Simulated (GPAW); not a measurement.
Crystal: Sb.

```
Sb
1.0
    -1.87134    1.87134    1.87134
     1.87134   -1.87134    1.87134
     1.87134    1.87134   -1.87134
Sb
1
Direct
  0.00000 0.00000 0.00000
```

This isn't the form of Sb at room conditions, which is rhombohedral.

```yaml
Program: GPAW 26.7.0
Task: relaxation of cell and atoms
Functional: PBEsol
Dispersion: D3(BJ)
Potentials_or_basis: PAW data sets generated in the run's folder for this functional
Cutoff: 600 eV
Basis: pw
k_mesh: 10 × 10 × 10
Occupations: fermi-dirac, width 0.05 eV
Spin: no spin polarisation
```

At the start: pressure -3.7 GPa; volume 26.21 Å³/atom.

How do energy, volume and symmetry change on relaxing?

Over 3 steps the energy falls by 16.9 meV/atom and the volume is 24.75 Å³/atom (-5.6 %); space group Im-3m (No. 229, to 0.05 Å).

Step by step:
| step | energy change (eV) | largest force (eV/Å) | pressure (GPa) | volume (Å³) |
| --- | --- | --- | --- | --- |
| 1 | 0.0000 | 0.0000 | -3.72 | 26.21 |
| 2 | -0.0121 | 0.0000 | -2.08 | 25.54 |
| 3 | -0.0169 | 0.0000 | 0.13 | 24.75 |

Final structure:
```
CELL_PARAMETERS angstrom
-1.83594 1.83594 1.83594
1.83594 -1.83594 1.83594
1.83594 1.83594 -1.83594
ATOMIC_POSITIONS crystal
Sb 0.00000 0.00000 0.00000
```

Caveat: later steps reuse the first step's grids; pairwise dispersion overbinds metals, which lowers pressure and volume.
